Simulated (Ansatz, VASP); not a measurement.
## Au: 3 runs at one level of theory

The starting cell:

```
Au
1.0
     0.00000    2.03500    2.03500
     2.03500    0.00000    2.03500
     2.03500    2.03500    0.00000
Au
1
Direct
  0.00000 0.00000 0.00000
```

Alike in all runs: task relaxation of cell and atoms; functional RPBE; dispersion D4; k mesh 11 × 11 × 11; occupations fermi-dirac, width 0.05 eV; no spin polarisation; no spin-orbit coupling.

```tsv
program and potentials	plane-wave cutoff (eV)	notes	equilibrium volume (Å³/atom)
Ansatz, Ansatz PAW	420	potentials made for PBE, which Ansatz adapts in part; 19 valence electrons an atom on average	17.19
VASP, PBE PAW files Au, 600 eV	600	potentials made for PBE; 11 valence electrons an atom on average	17.16
Ansatz, all-electron LAPW, scalar-relativistic	-	-	17.18
```

The equilibrium volume spans 17.16 (VASP, PBE PAW files Au, 600 eV) to 17.19 Å³/atom (Ansatz, Ansatz PAW), with all-electron results at 17.18. Some sets were made for another functional than the one run, which can shift their rows. Relaxations stop with a little pressure left, so the last digit of a volume isn't settled.

Differences between rows come from potentials, basis sets and numerical settings, since the functional is the same but for its coding. Runs on potential files found faulty are left out.

The three treatments give practically the same volume for gold, and the differences are too small to rank them. The 11-electron set keeps only the 5d and 6s electrons in the valence, while the 19-electron set adds 5s and 5p. Both fall close to the all-electron value of 17.18 Å³/atom, which suggests that the 5s and 5p shells are compact enough to act as a nearly rigid core at this density, though small compensating errors can't be excluded.

Cohesion comes from the 6s band and its hybridisation with the filled 5d shell, with relativity contracting 6s and raising 5d. The volume lies slightly above the measured one. RPBE by itself is known to overexpand the heavy noble metals, so the dispersion attraction probably offsets much of that error; the remaining excess therefore reflects the combined functional rather than the potentials. Agreement near equilibrium doesn't establish that the smaller valence set would hold under strong compression, where semicore shells begin to overlap.
